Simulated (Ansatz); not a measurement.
# Ionic part of the dielectric constant of HfO2 at 18 GPa, mode by mode

Theory: Ansatz 0.2.0, DFT PBE, scalar-relativistic, plane waves, PAW. Plane waves to 420 eV; Γ-centred k mesh 8×8×8; fixed occupations. No spin polarisation. Phonons by linear response, acoustic sum rule imposed.

Symmetry: Fm-3m, No. 225, cubic system. Conventional cell: a = 4.990 Å, b = 4.990 Å, c = 4.990 Å, α = 90.00°, β = 90.00°, γ = 90.00°. Around Hf (site symmetry m-3m) lie 8 O at 2.16 Å. O (site symmetry -43m) is surrounded by 4 Hf at 2.16 Å.

Spin–orbit coupling is left out, which matters for heavy elements. Other phases may be more stable at this pressure.

The primitive cell has V = 31.06 Å³ and ε∞,zz = 5.272. Each polar mode adds Δε = (4.92064×10⁷/V)·S/ν² along z, with S its oscillator strength in e²/amu, ν in cm⁻¹ and V in Å³.

Q: From these modes, find each Δε and ε0,zz.
| ν (cm⁻¹) | S_zz (e²/amu) |
| --- | --- |
| 279.8 | 1.143 |

A:
| ν (cm⁻¹) | Δε |
| --- | --- |
| 279.8 | 23.12 |

The sum is 23.117, so ε0,zz = 28.39; the run's tensor has 28.39.

Q: Where do the longitudinal modes lie for a wave vector along z?

A: At 649 cm⁻¹. The Lyddane–Sachs–Teller product Π(ν_LO/ν_TO)² = 5.38 matches ε0/ε∞ = 5.38.

This fluorite-type form isn't the usual stable structure of the compound at low pressure.

Cost: 1 run of about 0.39 core-minutes, on Intel Xeon Platinum 8488C (Sapphire Rapids) (shared hosts).